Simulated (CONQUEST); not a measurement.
BaTiO3:

```
Ba Ti O
1.0
     3.99980    0.00000    0.00000
     0.00000    3.99980    0.00000
     0.00000    0.00000    4.01800
Ba Ti O
1 1 3
Direct
  0.00000 0.00000 0.00000
  0.50000 0.50000 0.51000
  0.50000 0.00000 0.48300
  0.00000 0.50000 0.48300
  0.50000 0.50000 0.98100
```

Base run:

- Program: CONQUEST 1.3
- Functional: PBE
- Potentials or basis: PseudoDojo NC PBE, DZ, grid cutoff 150 Ha
- k mesh: 7 × 7 × 7
- Occupations: fermi-dirac, width 0.05 eV
- Spin: no spin polarisation

Its results: band gap on the k mesh 1.79 eV, indirect (least direct gap 2.02 eV); pressure 4.0 GPa; largest force 0.173 eV/Å.

**Question.** After a change of settings the same cell gave: band gap on the k mesh 1.50 eV, indirect (least direct gap 1.59 eV); pressure 9.7 GPa; largest force 0.516 eV/Å. Which change was it?
A. potentials or basis from PseudoDojo NC PBE, DZ, grid cutoff 150 Ha to PseudoDojo NC PBE, DZP, grid cutoff 150 Ha
B. potentials or basis from PseudoDojo NC PBE, DZ, grid cutoff 150 Ha to PseudoDojo NC PBE, SZ, grid cutoff 150 Ha
C. potentials or basis from PseudoDojo NC PBE, DZ, grid cutoff 150 Ha to PseudoDojo NC PBE, SZP, grid cutoff 150 Ha

**Answer.** B.

Caveats: the atomic basis is small; spin-orbit coupling is left out, which moves the levels of the heavy elements; an odd mesh through Γ misses points on the zone boundary, where band edges often lie; the basis of atomic orbitals isn't converged, which shifts pressures, moduli and gaps.
